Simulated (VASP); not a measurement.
# Si (Fd-3m) in VASP: further runs

Aim: see how the results for Si move with the level of theory and the settings. Levels: r2SCAN, r2SCANh, PBE. Tasks: single point, relaxation of cell and atoms.

Program: VASP 6.6.1. These are calculated values, not measurements. Logs are shortened: lines on timing, memory, paths and dates and some standing lists are left out, and cuts for length are marked.

## 1. Starting point

The structure is cubic, space group Fd-3m (No. 227). Conventional cell: a = 5.444 Å, b = 5.444 Å, c = 5.444 Å, α = 90.00°, β = 90.00°, γ = 90.00°. Si (site symmetry -43m) is surrounded by 4 Si at 2.36 Å.

## 2. Single point, r2SCAN

INCAR reads:

```
PREC     = Accurate       # precision mode
ENCUT    = 520            # plane-wave cutoff, eV
EDIFF    = 1E-6           # SCF threshold, eV
ISMEAR   = -1             # smearing method
SIGMA    = 0.05           # smearing width, eV
LREAL    = F              # projectors in reciprocal space
LASPH    = T              # aspherical terms in the spheres
NELM     = 100            # most SCF steps
ALGO     = Normal         # electronic algorithm
ISIF     = 2              # what is computed and relaxed
LWAVE    = F              # write WAVECAR
LCHARG   = F              # write CHGCAR
METAGGA  = R2SCAN         # meta-GGA
LMIXTAU  = T            
NBANDS   = 11             # bands
```

KPOINTS reads:

```
regular mesh
0
Gamma
  8 8 8
```

POSCAR reads:

```
Si
1.0
    0.0000000000      2.7218511865      2.7218511865
    2.7218511865      0.0000000000      2.7218511865
    2.7218511865      2.7218511865      0.0000000000
Si
2
Direct
    0.5000000000      0.5000000000      0.5000000000
    0.7500000000      0.7500000000      0.7500000000
```

Potentials or basis: VASP PAW PBE potentials, release 64 (Si).

Launch:

```bash
$ cat potpaw_PBE.64/Si/POTCAR > POTCAR
$ mpirun -np 1 vasp_std > vasp.out
```

OUTCAR:

```text
PREC = Accurate
   ENCUT = 520
   EDIFF = 1E-6
   ISMEAR = -1
   LREAL = F
   LASPH = T
   NELM = 100
   ISIF = 2
   METAGGA = R2SCAN

 ion  position               nearest neighbor table
   1  0.500  0.500  0.500-   2 2.36   2 2.36   2 2.36   2 2.36
   2  0.750  0.750  0.750-   1 2.36   1 2.36   1 2.36   1 2.36

  LATTYP: Found a face centered cubic cell.
 ALAT       =     5.4437023730

  Lattice vectors:

 A1 = (   0.0000000000,   2.7218511865,   2.7218511865)
 A2 = (   2.7218511865,   0.0000000000,   2.7218511865)
 A3 = (   2.7218511865,   2.7218511865,   0.0000000000)

Analysis of symmetry for initial positions (statically):
=====================================================================
 Subroutine PRICEL returns:
 Original cell was already a primitive cell.

 Routine SETGRP: Setting up the symmetry group for a
 face centered cubic supercell.

 Subroutine GETGRP returns: Found 48 space group operations
 (whereof 24 operations were pure point group operations)
 out of a pool of 48 trial point group operations.

The static configuration has the point symmetry T_d .
 The point group associated with its full space group is O_h .

Analysis of symmetry for dynamics (positions and initial velocities):
=====================================================================
 Subroutine PRICEL returns:
 Original cell was already a primitive cell.

 Routine SETGRP: Setting up the symmetry group for a
 face centered cubic supercell.

 Subroutine GETGRP returns: Found 48 space group operations
 (whereof 24 operations were pure point group operations)
 out of a pool of 48 trial point group operations.

The dynamic configuration has the point symmetry T_d .
 The point group associated with its full space group is O_h .

 Subroutine INISYM returns: Found 48 space group operations
 (whereof 24 operations are pure point group operations),
 and found     1 'primitive' translations

----------------------------------------------------------------------------------------

                                     Primitive cell

  volume of cell :      40.3295

  direct lattice vectors                    reciprocal lattice vectors
     0.000000000  2.721851186  2.721851186    -0.183698507  0.183698507  0.183698507
     2.721851186  0.000000000  2.721851186     0.183698507 -0.183698507  0.183698507
     2.721851186  2.721851186  0.000000000     0.183698507  0.183698507 -0.183698507

  length of vectors
     3.849278863  3.849278863  3.849278863     0.318175148  0.318175148  0.318175148

  position of ions in fractional coordinates (direct lattice)
     0.500000000  0.500000000  0.500000000
     0.750000000  0.750000000  0.750000000

  ion indices of the primitive-cell ions
   primitive index   ion index
                 1           1
                 2           2

----------------------------------------------------------------------------------------

 KPOINTS: regular mesh

Automatic generation of k-mesh.
 Grid dimensions read from file:
 generate k-points for:    8    8    8

 Generating k-lattice:

  Cartesian coordinates                     Fractional coordinates (reciprocal lattice)
    -0.022962313  0.022962313  0.022962313     0.125000000  0.000000000  0.000000000
     0.022962313 -0.022962313  0.022962313     0.000000000  0.125000000  0.000000000
     0.022962313  0.022962313 -0.022962313     0.000000000  0.000000000  0.125000000

  Length of vectors
     0.039771893  0.039771893  0.039771893

  Shift w.r.t. Gamma in fractional coordinates (k-lattice)
     0.000000000  0.000000000  0.000000000

 Subroutine IBZKPT returns following result:
 ===========================================

 Found     29 irreducible k-points:

 Following reciprocal coordinates:
            Coordinates               Weight
  0.000000  0.000000  0.000000      1.000000
  0.125000  0.000000  0.000000      8.000000
  0.250000  0.000000  0.000000      8.000000
  0.375000  0.000000  0.000000      8.000000
  0.500000  0.000000  0.000000      4.000000
  0.125000  0.125000  0.000000      6.000000
[... 16 lines left out ...]
  0.500000  0.250000  0.125000     48.000000
 -0.375000  0.250000  0.125000     24.000000
 [... further k-points ...]
   k-points           NKPTS =     29   k-points in BZ     NKDIM =     29   number of bands    NBANDS=     11
   number of dos      NEDOS =    301   number of ions     NIONS =      2
   total plane-waves  NPLWV =  27000
   dimension x,y,z NGX =    30 NGY =   30 NGZ =   30
   dimension x,y,z NGXF=    60 NGYF=   60 NGZF=   60
   ions per type =               2
   NGX,Y,Z   is equivalent  to a cutoff of  12.96, 12.96, 12.96 a.u.
   NGXF,Y,Z  is equivalent  to a cutoff of  25.91, 25.91, 25.91 a.u.
 SYSTEM =  unknown system
   PREC   = accura    normal or accurate (medium, high low for compatibility)
   ISTART =      0    job   : 0-new  1-cont  2-samecut
   ICHARG =      2    charge: 1-file 2-atom 10-const
   ISPIN  =      1    spin polarized calculation?
   LNONCOLLINEAR =      F non collinear calculations
   LSORBIT =      F    spin-orbit coupling
   LASPH  =      T    aspherical Exc in radial PAW
   ENCUT  =  520.0 eV  38.22 Ry    6.18 a.u.   7.16  7.16  7.16*2*pi/ulx,y,z
   NELM   =    100;   NELMIN=  2; NELMDL= -5     # of ELM steps
   EDIFF  = 0.1E-05   stopping-criterion for ELM
   LREAL  =      F    real-space projection
   EDIFFG = 0.1E-04   stopping-criterion for IOM
   NSW    =      0    number of steps for IOM
   IBRION =     -1    ionic relax: 0-MD 1-quasi-New 2-CG
   NFREE  =      0    steps in history (QN), initial steepest desc. (CG)
   ISIF   =      2    stress and relaxation
   ISYM   =      2    0-nonsym 1-usesym 2-fastsym
   POTIM  = 0.5000    time-step for ionic-motion
   TEBEG  =    0.0;   TEEND  =   0.0 temperature during run
   PSTRESS=    0.0 pullay stress
   NELECT =       8.0000    total number of electrons
   NUPDOWN=      -1.0000    fix difference up-down
   EMIN   =  10.00;   EMAX   =-10.00  energy-range for DOS
   EFERMI =   0.00;   METHOD = LEGACY
   ISMEAR =    -1;   SIGMA  =   0.05  broadening in eV -4-tet -1-fermi 0-gaus
   EFERMI_NEDOS =   21; number of points for ismear=-14 and -15
   IALGO  =     38    algorithm
   IMIX   =      4    mixing-type and parameters
     AMIX     =   0.40;   BMIX     =  1.00
     AMIX_MAG =   1.60;   BMIX_MAG =  1.00
  volume/ion in A,a.u.               =      20.16       136.08
  Fermi-wavevector in a.u.,A,eV,Ry     =   0.954766  1.804247 12.402783  0.911579
  Thomas-Fermi vector in A             =   2.083543
   LORBIT       =      0    0 simple, 1 ext, 2 COOP (PROOUT), +10 PAW based schemes
   METAGGA = R2SCAN    functional components
   LHFCALC =     F    Hartree Fock is set to
   AEXX    =    0.0000 exact exchange contribution
   IVDW    =     0    specifies the selected vdW correction
   LEPSILON=     F    determine dielectric tensor
   LRPA    =     F    only Hartree local field effects (RPA)
 non-spin polarized calculation
  energy-cutoff  :      520.00
  volume of cell :       40.33
 maximum number of plane-waves:      1106
 NGX is ok and might be reduce to    30
   NGX = 15   NGY = 15   NGZ = 15

 number of electron       8.0000001 magnetization

 Free energy of the ion-electron system (eV)
  ---------------------------------------------------
  ext. energy  EPLUGINS =         0.00000000
  ---------------------------------------------------
  free energy    TOTEN  =       -17.54715721 eV

  energy without entropy =      -17.54715284  energy(sigma->0) =      -17.54715502

 E-fermi :   6.0588     XC(G=0):  -9.8261

 val. band max:        5.6659018208   @ k =   0.0000   0.0000   0.0000
 cond. band min:       6.4912117429   @ k =   0.3750   0.3750   0.0000
 fundamental gap:      0.8253099221
 Fermi energy:         6.0587912265

 k-point     1 :       0.0000    0.0000    0.0000
  band No.  band energies     occupation
      1      -6.8095      2.00000
      2       5.6659      1.99923
      3       5.6659      1.99923
      4       5.6659      1.99923
      5       8.4208      0.00000
      6       8.4208      0.00000
      7       8.4208      0.00000
      8       9.5668      0.00000
      9      13.7886      0.00000
     10      13.7886      0.00000
     11      14.3357      0.00000

 k-point     2 :       0.1250    0.0000    0.0000
  band No.  band energies     occupation
      1      -6.5959      2.00000
      2       4.0327      2.00000
      3       5.3629      2.00000
      4       5.3629      2.00000
      5       8.4489      0.00000
      6       8.8674      0.00000
      7       8.8674      0.00000
      8      10.8794      0.00000
      9      13.3131      0.00000
     10      13.3131      0.00000
     11      15.1235      0.00000

 k-point     3 :       0.2500    0.0000    0.0000
  band No.  band energies     occupation
      1      -5.9730      2.00000
      2       1.6090      2.00000
      3       4.8658      2.00000
      4       4.8658      2.00000
      5       8.0099      0.00000
      6       9.4190      0.00000
      7       9.4190      0.00000
      8      13.1618      0.00000
      9      13.2905      0.00000
     10      13.2905      0.00000
     11      15.3452      0.00000
[... 267 lines left out ...]
 k-point    23 :       0.5000    0.2500    0.1250
  band No.  band energies     occupation
      1      -4.4900      2.00000
      2      -0.3939      2.00000
      3       2.2293      2.00000
      4       3.6526      2.00000
      5       8.8237      0.00000
      6       9.5310      0.00000
      7      11.0743      0.00000
      8      12.0045      0.00000
      9      15.2598      0.00000
     10      16.0341      0.00000
     11      18.4008      0.00000

 k-point    24 :      -0.3750    0.2500    0.1250
  band No.  band energies     occupation
      1      -3.8098      2.00000
      2      -1.3811      2.00000
      3       2.0979      2.00000
      4       3.4120      2.00000
      5       9.0437      0.00000
      6       9.0778      0.00000
      7      11.9848      0.00000
      8      13.2567      0.00000
      9      13.5759      0.00000
     10      16.8970      0.00000
     11      18.0954      0.00000

 [... further k-points ...]

------------------------ aborting loop because EDIFF is reached ----------------------------------------

  FORCE on cell =-STRESS in cart. coord.  units (eV):
  Direction    XX          YY          ZZ          XY          YZ          ZX
  --------------------------------------------------------------------------------------
  -------------------------------------------------------------------------------------
  Total       -0.0498004     -0.0498004     -0.0498004     -0.0000000     -0.0000000     -0.0000000
  in kB       -1.9784282     -1.9784282     -1.9784282     -0.0000000     -0.0000000     -0.0000000
  external PRESSURE =      -1.9784282 kB  Pullay stress =       0.0000000 kB

 VOLUME and BASIS-vectors are now :
 -----------------------------------------------------------------------------
  energy-cutoff  :      520.00
  volume of cell :       40.33
      direct lattice vectors                 reciprocal lattice vectors
     0.000000000  2.721851186  2.721851186    -0.183698507  0.183698507  0.183698507
     2.721851186  0.000000000  2.721851186     0.183698507 -0.183698507  0.183698507
     2.721851186  2.721851186  0.000000000     0.183698507  0.183698507 -0.183698507

 POSITION                                       TOTAL-FORCE (eV/Angst)
 -----------------------------------------------------------------------------------
      2.72185      2.72185      2.72185         0.000000     -0.000000      0.000000
      4.08278      4.08278      4.08278        -0.000000      0.000000     -0.000000
 -----------------------------------------------------------------------------------
    total drift:                                0.000000     -0.000000     -0.000000

  FREE ENERGIE OF THE ION-ELECTRON SYSTEM (eV)
  ---------------------------------------------------
  free  energy   TOTEN  =       -17.5471572051 eV

  energy  without entropy=      -17.5471528366  energy(sigma->0) =      -17.54715502
```

Run time: 32 s. Hardware: 1 thread of Intel Xeon 6975P-C (Granite Rapids), shared host; peak memory 0.16 GiB.

What came out:

- Free energy: -17.5472 eV
- Pressure: -0.2 GPa
- Band gap on the k mesh: 0.83 eV, indirect (least direct gap 2.75 eV)

Caveat: the PAW data sets were made with another functional, which shifts forces and pressure a little. A k mesh can miss the band edges.

## 3. Relaxation of cell and atoms, r2SCANh

POSCAR is that of step 2.

INCAR.step1 reads:

```
PREC = Accurate ; ENCUT = 600
EDIFF = 1E-5 ; ISMEAR = 0
SIGMA = 0.05 ; LREAL = False
LASPH = True ; NELM = 80
ALGO = Normal ; LWAVE = True
LCHARG = False ; GGA = PE
```

INCAR.step2 reads:

```
PREC = Accurate ; ENCUT = 600
EDIFF = 1E-6 ; ISMEAR = 0
SIGMA = 0.05 ; LREAL = False
LASPH = True ; NELM = 80
ALGO = Normal ; ISIF = 3
LWAVE = False ; LCHARG = False
METAGGA = R2SCAN ; LHFCALC = True
AEXX = 0.1 ; LMIXTAU = True
PRECFOCK = Fast ; HFRCUT = -1
IBRION = 2 ; NSW = 60
EDIFFG = -0.01 ; ISTART = 1
```

KPOINTS reads:

```
regular mesh
0
Gamma
  4 4 4
```

Potentials or basis: VASP PAW PBE potentials, release 64 (Si).

Launch:

```bash
$ cat potpaw_PBE.64/Si/POTCAR > POTCAR
$ cp INCAR.step1 INCAR
$ mpirun -np 1 vasp_std > vasp.out
$ cp INCAR.step2 INCAR
$ mpirun -np 1 vasp_std > vasp.out
```

Wall time 54 s (1 thread of Intel Xeon 6975P-C (Granite Rapids), shared host); peak memory 0.19 GiB.

It converged, with:

* Free energy: -17.7812 eV
* Relaxed volume: 20.13 Å³/atom
* Relaxed cell: a = 3.847 Å, b = 3.847 Å, c = 3.847 Å, α = 60.00°, β = 60.00°, γ = 60.00°
* Space group after relaxing (to 0.05 Å): Fd-3m (No. 227)
* Energy gained by relaxing: 0.0 meV/atom
* Ionic steps: 3
* Pressure after relaxing: 0.0 GPa
* Band gap on the k mesh: 1.39 eV, indirect (least direct gap 3.29 eV)

Final structure:
```xyz
2
Lattice="0.0000 2.7203 2.7203 2.7203 0.0000 2.7203 2.7203 2.7203 0.0000" Properties=species:S:1:pos:R:3 pbc="T T T"
Si    2.7203    2.7203    2.7203
Si    4.0805    4.0805    4.0805
```

Levels at points of the mesh, in eV from the valence-band top:
```csv
k point,band 1,band 2,band 3,band 4,band 5,band 6,band 7,band 8
"(0.00, 0.00, 0.00)",-12.98,0.00,0.00,0.00,3.29,3.29,3.29,4.48
"(0.50, 0.00, 0.00)",-10.44,-7.53,-1.32,-1.32,2.36,4.14,4.14,8.85
"(0.50, 0.50, 0.00)",-8.46,-8.46,-3.11,-3.11,1.39,1.39,11.54,11.54
```

Caveat: the k mesh is coarse (spacing up to 0.50 Å⁻¹), so the values aren't converged, least of all with exact exchange; the PAW data sets were made with another functional, which shifts forces and pressure a little.

[end of part 1 of 2]
